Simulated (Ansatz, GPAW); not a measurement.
# Geometry or basis: what sets the conductance of a Sn chain with one Pt atom in line, part 2 of 3

Aim: the conductance of a Sn chain with one Pt atom in line after relaxation, and whether geometry, basis or functional moves it most.

GPAW 26.7.0 and Ansatz 0.2.0; Ansatz plane waves; relaxation of the junction with the lead ends held; PAW set soft_1 (the session's first sound run).

So far, transmission at the Fermi level (one spin): step 3 (plane-wave reference (PBE)) 1.53. Also conductance of the perfect lead (G₀): step 3 3.00.

## 4. GPAW, dzp

The script solves lead and junction separately, takes H and S in the orbital basis, and joins semi-infinite leads through their self-energies; the dzp basis is the working standard.

This step: GPAW LCAO, PAW setups; Landauer transmission from Green's functions with principal layers (ASE), zero bias (GPAW 26.7.0).

run.py

```python
import json
import numpy as np
from ase import Atoms
from ase.transport.calculators import TransportCalculator
from gpaw import GPAW, FermiDirac
from gpaw.lcao.tools import get_lcao_hamiltonian
from scipy.linalg import eigh

# The junction with lead layers at both ends, along the third cell vector
device = Atoms(
    ['Sn', 'Sn', 'Sn', 'Sn', 'Sn', 'Sn', 'Pt', 'Sn', 'Sn', 'Sn', 'Sn', 'Sn', 'Sn'],
    positions=[
        [4.50000, 4.50000, 1.37500],
        [4.50000, 4.50000, 4.12500],
        [4.50000, 4.50000, 6.87500],
        [4.50000, 4.50000, 9.62500],
        [5.34225, 4.70494, 12.38868],
        [4.62369, 4.54249, 15.18206],
        [5.14450, 4.67649, 17.66699],
        [4.61787, 4.54560, 20.15161],
        [5.32358, 4.70114, 22.94684],
        [4.50000, 4.50000, 25.71740],
        [4.50000, 4.50000, 28.46740],
        [4.50000, 4.50000, 31.21740],
        [4.50000, 4.50000, 33.96740]],
    cell=[[9.0, 0.0, 0.0], [0.0, 9.0, 0.0], [0.0, 0.0, 35.3424]],
    pbc=True)

# One principal layer of the lead: the first 3 atoms of the device
lead = Atoms(
    ['Sn', 'Sn', 'Sn'],
    positions=[
        [4.50000, 4.50000, 1.37500],
        [4.50000, 4.50000, 4.12500],
        [4.50000, 4.50000, 6.87500]],
    cell=[[9.0, 0.0, 0.0], [0.0, 9.0, 0.0], [0.0, 0.0, 8.25]],
    pbc=True)

settings = dict(mode='lcao', basis='dzp', xc='PBE', h=0.2,
                occupations=FermiDirac(0.1), maxiter=250,
                mixer=dict(beta=0.1, nmaxold=8, weight=100.0),
                convergence=dict(density=0.0001))
energies = np.arange(-2, 2 + 1e-9, 0.025)
eta = 0.0001
n1, n2 = 1, 1
# k and -k transmit alike, so half of the mesh across the current serves
mesh = [(i, j) for i in range(n1) for j in range(n2) if (i, j) <= (-i % n1, -j % n2)]
weights = np.array([1 if (i, j) == (-i % n1, -j % n2) else 2 for i, j in mesh]) / (n1 * n2)

# [... helper functions left out ...]
fermi_lead = ground_state(lead, (1, 1, 14), 'lead.txt')
fermi_device = ground_state(device, (1, 1, 2), 'device.txt')
# [... loop over the mesh left out, but for ...]
        # Shift the lead onto the potential of the device's first layer
        shift = ((H[:, 0, 0] - H0[:, 0, 0]) / S0[0, 0]).real.mean()
# [...]
kT = 8.617333e-5 * 300
bias = [0.1, 0.2, 0.5, 1.0, 1.5, 2.0]
# [... integrals and printing left out ...]
```

Launch:

```sh
OMP_NUM_THREADS=1 OPENBLAS_NUM_THREADS=1 python run.py
```

It took 76 s on 1 thread of Arm Neoverse V1, shared host; peak memory 1.2 GiB.

Numbers from this step:

```yaml
conductance: 1.531 G₀
thermopower: -5.940 μV/K
largest_coupling_past_the_next_principal_layer: 3.84e-7 eV
largest_misfit_of_the_first_principal_layer: 0.04790 eV
shift_that_aligns_the_lead: 0.02529 eV
basis_functions_of_the_junction: 303
basis_functions_of_a_principal_layer: 69
transmission_at_the_fermi_level_one_spin: 1.539
```

One spin. Table of transmission, zone mean by energy, zero at the Fermi level:

```
energy (eV)  transmission, zone mean
     -2.000                    0.362
     -1.900                    0.106
     -1.800                   0.0221
     -1.700                  0.00428
     -1.600                  0.00180
     -1.500                  0.00380
     -1.400                   0.0142
     -1.300                   0.0507
     -1.200                    0.167
     -1.100                    0.499
     -1.000                    0.960
     -0.975                    0.996
     -0.900                    0.916
     -0.800                    0.984
     -0.700                     1.31
     -0.600                    0.720
     -0.500                    0.583
     -0.400                    0.707
     -0.300                    0.922
     -0.200                     1.16
     -0.100                     1.38
      0.000                     1.54
      0.100                     1.63
      0.200                     1.67
      0.300                     1.68
      0.400                     1.69
      0.500                     1.72
      0.600                     1.77
      0.700                     1.85
      0.800                     1.96
      0.900                     2.09
      1.000                     2.23
      1.100                     2.36
      1.200                     2.45
      1.300                     2.52
      1.375                     2.53
      1.400                     2.53
      1.500                     2.49
      1.600                     2.38
      1.700                     2.24
      1.800                     2.07
      1.900                     1.91
      2.000                     1.74
```

Not self-consistent under bias; the bias window is split evenly. The current through one cell, from the zero-bias transmission by bias:

```
bias (V)  current through one cell, from the zero-bias transmission (μA)
   0.100                                                            11.8
   0.200                                                            23.6
   0.500                                                            56.9
   1.000                                                             105
   1.500                                                             155
   2.000                                                             212
```

The transmission of the three most open eigenchannels by energy, zero at the Fermi level:

```
energy (eV)  channel 1  channel 2  channel 3
     -2.000      0.362          0          0
     -1.900      0.106          0          0
     -1.800     0.0221          0          0
     -1.700    0.00428          0          0
     -1.600    0.00180          0          0
     -1.500    0.00380          0          0
     -1.400     0.0142          0          0
     -1.300     0.0507          0          0
     -1.200      0.167          0          0
     -1.100      0.499          0          0
     -1.000      0.960          0          0
     -0.900      0.916          0          0
     -0.800      0.984     3.5e-9    7.9e-11
     -0.700      0.668      0.638     8.5e-4
     -0.600      0.686     0.0275    0.00709
     -0.500      0.554     0.0220    0.00696
     -0.400      0.553      0.127     0.0261
     -0.300      0.569      0.293     0.0602
     -0.200      0.585      0.465      0.114
     -0.100      0.610      0.585      0.187
      0.000      0.704      0.564      0.271
      0.100      0.745      0.531      0.354
      0.200      0.743      0.508      0.420
      0.300      0.714      0.531      0.439
      0.400      0.677      0.578      0.440
      0.500      0.645      0.620      0.454
      0.600      0.653      0.628      0.487
      0.700      0.680      0.628      0.540
      0.800      0.702      0.646      0.610
      0.900      0.728      0.682      0.680
      1.000      0.788      0.727      0.714
      1.100      0.850      0.781      0.724
      1.200      0.891      0.837      0.727
      1.300      0.906      0.887      0.724
      1.400      0.925      0.896      0.710
      1.500      0.949      0.868      0.675
      1.600      0.959      0.835      0.590
      1.700      0.956      0.814      0.466
      1.800      0.935      0.802      0.336
      1.900      0.888      0.793      0.230
      2.000      0.805      0.784      0.154
```

At the Fermi level T is 1.54 against 1.53 in plane waves. Couplings past the next layer reach 3.8e-7 eV, small enough to drop; the matrix elements of the cell's first layer differ from the bulk lead's by up to 0.048 eV. That layer keeps its own values in the calculation, and only beyond it is the lead taken as perfect. The Fermi levels of lead and junction count from different zeros of potential, one for each periodic cell; with both set to zero, the small remaining shift is what aligns them. Without spin-orbit coupling, which is large for these atoms, channel counts and T are those of the scalar-relativistic bands. By hand: G = 1.531 × 77.48 μS = 119 μS, a resistance of 8.43 kΩ; at 0.1 V a linear junction would pass 11.9 μA, and the integral over the bias window gives 11.8 μA. Mott's formula, S = -(π²/3)(k_B²T/e) d ln T/dE, has the prefactor 7.33 μV/K·eV at 300 K; T = 1.506 at -0.025 eV and 1.567 at 0.025 eV give a slope of 0.801 per eV and S = -5.87 μV/K, beside -5.94 μV/K from the thermal integral, which interpolates the same grid.

## 5. GPAW, szp: basis = "szp(dzp)"

One radial function a shell plus polarisation makes the matrices smaller; the question is what that costs.

Edit run.py of step 4 so:

```diff
@@ -38,3 +38,3 @@
 
-settings = dict(mode='lcao', basis='dzp', xc='PBE', h=0.2,
+settings = dict(mode='lcao', basis='szp(dzp)', xc='PBE', h=0.2,
                 occupations=FermiDirac(0.1), maxiter=250,
```

It took 55 s on 1 thread; peak memory 1.1 GiB.

This step gave:

- conductance: 1.500 G₀
- thermopower: -7.051 μV/K
- largest coupling past the next principal layer: 3.63e-7 eV
- largest misfit of the first principal layer: 0.06345 eV
- shift that aligns the lead: 0.02393 eV
- basis functions of the junction: 183
- basis functions of a principal layer: 42
- transmission at the Fermi level (one spin): 1.508

The conductance, 1.50 G₀, lies 2.0 % below that of the dzp run.

## 6. Minimal basis

One function for each valence shell of the setup, as for a first survey of a large system.

Edit run.py of step 5 so:

```diff
@@ -38,3 +38,3 @@
 
-settings = dict(mode='lcao', basis='szp(dzp)', xc='PBE', h=0.2,
+settings = dict(mode='lcao', basis='sz(dzp)', xc='PBE', h=0.2,
                 occupations=FermiDirac(0.1), maxiter=250,
```

Run time: 40 s. Hardware: 1 thread; peak memory 1.1 GiB.

Numbers from this step:

```yaml
conductance: 1.588 G₀
thermopower: -7.373 μV/K
largest_coupling_past_the_next_principal_layer: 4.07e-7 eV
largest_misfit_of_the_first_principal_layer: 0.09094 eV
shift_that_aligns_the_lead: 0.03218 eV
basis_functions_of_the_junction: 120
basis_functions_of_a_principal_layer: 27
transmission_at_the_fermi_level_one_spin: 1.598
```

One spin. The transmission, zone mean by energy, zero at the Fermi level:

```
energy (eV)  transmission, zone mean
     -2.000                    0.215
     -1.900                   0.0507
     -1.800                  0.00573
     -1.700                   3.4e-5
     -1.600                   8.3e-5
     -1.500                   3.0e-4
     -1.400                  0.00702
     -1.300                   0.0408
     -1.200                    0.162
     -1.100                    0.508
     -1.000                    0.949
     -0.950                    0.997
     -0.900                    0.986
     -0.800                    0.557
     -0.700                    0.876
     -0.625                     1.50
     -0.600                     1.14
     -0.500                    0.848
     -0.400                    0.564
     -0.300                    0.816
     -0.200                     1.12
     -0.100                     1.40
      0.000                     1.60
      0.100                     1.72
      0.200                     1.78
      0.300                     1.81
      0.400                     1.82
      0.500                     1.84
      0.600                     1.88
      0.700                     1.95
      0.800                     2.04
      0.900                     2.15
      1.000                     2.27
      1.100                     2.39
      1.200                     2.49
      1.300                     2.55
      1.400                     2.58
      1.425                     2.59
      1.500                     2.57
      1.600                     2.49
      1.700                     2.36
      1.800                     2.20
      1.900                     2.02
      2.000                     1.83
```

The conductance, 1.59 G₀, lies 3.7 % above that of the dzp run.

## 7. RPBE in the dzp basis: xc = "RPBE"

Back in the dzp basis, the functional changes from PBE to RPBE, to set the spread between functionals beside that between bases.

Edit run.py of step 6 so:

```diff
@@ -38,3 +38,3 @@
 
-settings = dict(mode='lcao', basis='sz(dzp)', xc='PBE', h=0.2,
+settings = dict(mode='lcao', basis='dzp', xc='RPBE', h=0.2,
                 occupations=FermiDirac(0.1), maxiter=250,
```

The job ended after 77 s (1 thread; peak memory 1.2 GiB).

This step gave:

```
conductance                                    : 1.513 G₀
thermopower                                    : -5.936 μV/K
largest coupling past the next principal layer : 3.81e-7 eV
largest misfit of the first principal layer    : 0.05213 eV
shift that aligns the lead                     : 0.02626 eV
basis functions of the junction                : 303
basis functions of a principal layer           : 69
transmission at the Fermi level (one spin)     : 1.520
```

One spin. The transmission, zone mean by energy, zero at the Fermi level:

```
energy (eV)  transmission, zone mean
     -2.000                    0.371
     -1.900                    0.108
     -1.800                   0.0219
     -1.700                  0.00401
     -1.600                  0.00160
     -1.500                  0.00348
     -1.400                   0.0134
     -1.300                   0.0483
     -1.200                    0.159
     -1.100                    0.475
     -1.000                    0.946
     -0.950                    0.994
     -0.900                    0.926
     -0.800                    0.979
     -0.700                     1.55
     -0.600                    0.868
     -0.500                    0.581
     -0.400                    0.706
     -0.300                    0.917
     -0.200                     1.15
     -0.100                     1.37
      0.000                     1.52
      0.100                     1.61
      0.200                     1.65
      0.300                     1.67
      0.400                     1.68
      0.500                     1.70
      0.600                     1.75
      0.700                     1.83
      0.800                     1.94
      0.900                     2.08
      1.000                     2.22
      1.100                     2.35
      1.200                     2.45
      1.300                     2.52
      1.375                     2.54
      1.400                     2.53
      1.500                     2.50
      1.600                     2.39
      1.700                     2.24
      1.800                     2.08
      1.900                     1.92
      2.000                     1.75
```

The conductance, 1.51 G₀, lies 1.2 % below that of the dzp run.

## 8. The structure as built: geometry = "as built"

The dzp basis with PBE on the structure as first built shows what the relaxation was worth.

Edit run.py of step 7 so:

```diff
@@ -16,7 +16,7 @@
         [4.50000, 4.50000, 9.62500],
-        [5.34225, 4.70494, 12.38868],
-        [4.62369, 4.54249, 15.18206],
-        [5.14450, 4.67649, 17.66699],
-        [4.61787, 4.54560, 20.15161],
-        [5.32358, 4.70114, 22.94684],
+        [4.50000, 4.50000, 12.37500],
+        [4.50000, 4.50000, 15.12500],
+        [4.50000, 4.50000, 17.67120],
+        [4.50000, 4.50000, 20.21740],
+        [4.50000, 4.50000, 22.96740],
         [4.50000, 4.50000, 25.71740],
@@ -38,3 +38,3 @@
 
-settings = dict(mode='lcao', basis='dzp', xc='RPBE', h=0.2,
+settings = dict(mode='lcao', basis='dzp', xc='PBE', h=0.2,
                 occupations=FermiDirac(0.1), maxiter=250,
```

The job ended after 71 s (1 thread; peak memory 1.2 GiB).

Numbers from this step:

```
conductance                                    : 2.190 G₀
largest coupling past the next principal layer : 3.84e-7 eV
largest misfit of the first principal layer    : 0.02389 eV
shift that aligns the lead                     : 0.02032 eV
transmission at the Fermi level (one spin)     : 2.196
```

The conductance, 2.19 G₀, lies 43 % above that of the dzp run.

## 9. Cost and result by level

Times are wall times on the hardware named with each run. The series side by side:

```
no.       run  conductance (G₀)  time  memory (GiB)
  1    pw PBE             1.524  94 s           3.4
  2       dzp             1.531  76 s           1.2
  3       szp             1.500  55 s           1.1
  4        sz             1.588  40 s           1.1
  5  dzp RPBE             1.513  77 s           1.2
  6   asbuilt             2.190  71 s           1.2
```

## 10. The levels side by side

The curves are compared point by point over the common energies.

This step: comparison of transmission and cost over codes, levels and geometry; PAW set soft_1 (GPAW 26.7.0).

Ladder, by row:

```
    step    code  T at the Fermi level (sum over the listed spins)  conductance (G0)  r.m.s. T(E) from the first  wall time (s)  peak memory (GiB)  threads
  pw-pbe  Ansatz                                             1.529             1.524                           0          93.74              3.386        4
     dzp    GPAW                                             1.539             1.531                       0.141          76.44               1.18        1
     szp    GPAW                                             1.508               1.5                      0.1891          54.76               1.15        1
      sz    GPAW                                             1.598             1.588                      0.1884          40.05               1.06        1
dzp-RPBE    GPAW                                              1.52             1.513                      0.1456          76.77               1.18        1
 asbuilt    GPAW                                             2.196              2.19                      0.5607          71.17               1.16        1
```

Transmission, zone mean, sum over the listed spins against energy, zero at the Fermi level:

```
energy (eV)   pw-pbe      dzp      szp       sz  dzp-RPBE  asbuilt
     -2.000    0.291    0.362    0.274    0.215     0.371    0.985
     -1.800   0.0157   0.0221  0.00728  0.00573    0.0219    0.977
     -1.600  0.00387  0.00180   6.7e-4   8.3e-5   0.00160    0.976
     -1.400   0.0395   0.0142  0.00103  0.00702    0.0134    0.983
     -1.200    0.450    0.167   0.0739    0.162     0.159    0.996
     -1.075    1.000    0.628    0.378    0.635     0.601    0.998
     -1.000    0.836    0.960    0.758    0.949     0.946    0.982
     -0.800    0.877    0.984    0.971    0.557     0.979    0.409
     -0.700    0.851     1.31    0.681    0.876      1.55    0.248
     -0.625    0.807    0.690     1.48     1.50     0.688    0.591
     -0.600    0.797    0.720    0.912     1.14     0.868    0.723
     -0.400    0.898    0.707    0.576    0.564     0.706     1.51
     -0.200     1.25     1.16     1.08     1.12      1.15     1.99
      0.000     1.53     1.54     1.51     1.60      1.52     2.20
      0.200     1.62     1.67     1.67     1.78      1.65     2.20
      0.400     1.64     1.69     1.70     1.82      1.68     2.16
      0.600     1.71     1.77     1.77     1.88      1.75     2.15
      0.800     1.90     1.96     1.95     2.04      1.94     2.18
      1.000     2.18     2.23     2.22     2.27      2.22     2.19
      1.200     2.43     2.45     2.45     2.49      2.45     2.19
      1.375     2.51     2.53     2.52     2.58      2.54     2.19
      1.400     2.51     2.53     2.52     2.58      2.53     2.19
      1.425     2.51     2.52     2.52     2.59      2.53     2.19
      1.600     2.36     2.38     2.37     2.49      2.39     2.21
      1.800     2.02     2.07     2.05     2.20      2.08     2.24
      2.000     1.69     1.74     1.72     1.83      1.75     2.25
```

[end of part 2 of 3]

[Logs are printed without paths, hosts, clocks, repeated set-up lines and the standing remarks that a program may print on its own settings, such as how far it seeks lower states.]

[Hosts, paths, dates, database ids (printed as entryN), source tags and the programs' standing remarks are cut or masked in the printed files.]
